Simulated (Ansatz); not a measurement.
# The equilibrium volume of Fe, sorted by core time

```xyz
1
Lattice="-1.4430 1.4430 1.4430 1.4430 -1.4430 1.4430 1.4430 1.4430 -1.4430" Properties=species:S:1:pos:R:3 pbc="T T T"
Fe    0.0000    0.0000    0.0000
```

| rung | level | program and potentials | cutoff (eV) | k mesh | smearing | core time | chip | equilibrium volume (Å³/atom) | miss | notes |
| --- | --- | --- | --- | --- | --- | --- | --- | --- | --- | --- |
| GGA + dispersion | PBEsol+D3(BJ) | Ansatz, Ansatz PAW | 420 | 13 × 13 × 13 | fermi-dirac 0.05 | 10 s | Intel Xeon | 10.55 | -10.4 % | potentials made for PBE, which Ansatz adapts in part |
| GGA + dispersion | PBE+D3(BJ) | Ansatz, Ansatz PAW | 420 | 13 × 13 × 13 | fermi-dirac 0.05 | 13 s | Intel Xeon | 11.02 | -6.4 % | - |
| GGA | BLYP | Ansatz, Ansatz PAW | 420 | 13 × 13 × 13 | fermi-dirac 0.05 | 15 s | Intel Xeon | 11.81 | +0.3 % | potentials made for PBE, which Ansatz adapts in part |
| GGA + dispersion | BLYP+D4 | Ansatz, Ansatz PAW | 420 | 13 × 13 × 13 | fermi-dirac 0.05 | 16 s | Intel Xeon | 11.24 | -4.5 % | potentials made for PBE, which Ansatz adapts in part |
| GGA | RPBE | Ansatz, Ansatz PAW | 420 | 13 × 13 × 13 | fermi-dirac 0.05 | 16 s | Intel Xeon | 11.69 | -0.7 % | potentials made for PBE, which Ansatz adapts in part |
| GGA | PBE | Ansatz, Ansatz PAW | 420 | 13 × 13 × 13 | fermi-dirac 0.05 | 18 s | Intel Xeon | (a) | ? | - |
| GGA + dispersion | RPBE+D3(BJ) | Ansatz, Ansatz PAW | 420 | 13 × 13 × 13 | fermi-dirac 0.05 | 21 s | Intel Xeon | (b) | ? | potentials made for PBE, which Ansatz adapts in part |
| GGA + dispersion | revPBE+D4 | Ansatz, Ansatz PAW | 420 | 13 × 13 × 13 | fermi-dirac 0.05 | 23 s | Arm Neoverse V1 | 11.08 | -5.9 % | potentials made for PBE, which Ansatz adapts in part |
| GGA + dispersion | BLYP+D3(BJ) | Ansatz, Ansatz PAW | 420 | 13 × 13 × 13 | fermi-dirac 0.05 | 23 s | Intel Xeon | (c) | ? | potentials made for PBE, which Ansatz adapts in part |

Times are single runs on shared hosts and different chips, so they are rough; meshes, cutoffs and the tasks' sizes weigh on the time. Task: relaxation of cell and atoms. All rows: collinear spin, ferromagnetic start. Smearing widths are in eV. For a metal such meshes aren't converged. Meshes are those of the run's cell of 1 atom unless a note names another. Relaxations start from the cell shown or near it and stop with a little pressure left. The cell shown, of 12.02 Å³ an atom, is the runs' start and not the measured value. Misses use the values as printed. Runs on faulty files, with rough fits or with known faults for this quantity aren't shown. No row holds spin-orbit coupling.

Measured: 11.77 Å³/atom at 298 K (a printed reference work). The runs are for a static lattice.

Q: Estimate the values left out from the other rows.

A: (a) 11.31 Å³/atom, miss -3.9 %; (b) 10.28 Å³/atom, miss -12.7 %; (c) 11.09 Å³/atom, miss -5.8 %.
